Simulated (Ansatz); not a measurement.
Al$_{2}$O$_{3}$ (R-3c) under several functionals

**Experimental background.**

From “Effects of physical and chemical pressure on charge density wave transitions in LaAg1-xAuxSb2 single crystals”, 2022, arxiv:2211.11873, for a powder of Al2O3: lattice constant a 4.7586 ± 0.0002 Å.

“New Sustainable Multilayered Membranes Based on ZrVTi for Hydrogen Purification”, 2022, pmc:9317777 reports, for a ceramic of Al2O3 at 300 K: lattice constant c 13.007 ± 0.001 Å.

Plane-wave DFT in Ansatz with scalar-relativistic PAW potentials. The same structure was relaxed (cell and atoms, symmetry kept) in separate runs at each level. No spin polarisation.

```tsv
level	cutoff (eV)	k mesh	V (Å³/atom)	a (Å)	c (Å)	gap (eV)	B0 (GPa)
LDA	420	6×6×6	8.323	4.729	12.892	6.43	–
PBEsol	420	6×6×6	8.562	4.774	13.015	6.03	–
PBE+D3(BJ)	420	6×6×6	8.599	4.780	13.038	6.07	–
PBE	420	6×6×6	8.760	4.809	13.123	5.85	–
```

Question: Where does r2SCAN (500 eV, k mesh 6×6×6) fall?

Answer: V (Å³/atom) 8.496, a (Å) 4.759, c (Å) 12.995, gap (eV) 7.14, B0 (GPa) 256. Its volume is between those of LDA and PBEsol. The usual order of volumes, LDA < PBEsol < PBE, holds here (8.323, 8.562, 8.760 Å³/atom). As a rule LDA overbinds; PBEsol, built on the gradient expansion of slowly varying densities, lies between LDA and PBE; PBE's stronger gradient term for exchange weakens bonds. Adding D3 to PBE changes the volume by -1.8 %; the term is attractive, so it pulls cells in. In ionic crystals its C6 for cations, set by coordination number and not by charge, is often too large, so it can pull in too far. r2SCAN lies 3.0 % under PBE in volume. Each gap belongs to its own cell, so it mixes the functional's effect with that of the volume; gaps are the least found on the k mesh or on a band path.

For PBE: Against the measured lattice constant a of Al2O3, 4.7586 Å (powder; “Effects of physical and chemical pressure on charge density wave transitions in LaAg1-xAuxSb2 single crystals”, 2022, arxiv:2211.11873), the calculated 4.809 Å is off by +1.1 %. 2 values of this kind are on record (4.7586 to 4.763 Å); this one was drawn at random, those with a stated uncertainty first. Measured lattice constant c of Al2O3: 13.007 Å (300 K; ceramic; “New Sustainable Multilayered Membranes Based on ZrVTi for Hydrogen Purification”, 2022, pmc:9317777). This calculation gives 13.123 Å (+0.9 %). 2 values of this kind are on record in papers (12.9903 to 13.007 Å); this one was drawn at random among those near their median, those with a stated uncertainty first. The calculations are for 0 K without zero-point motion.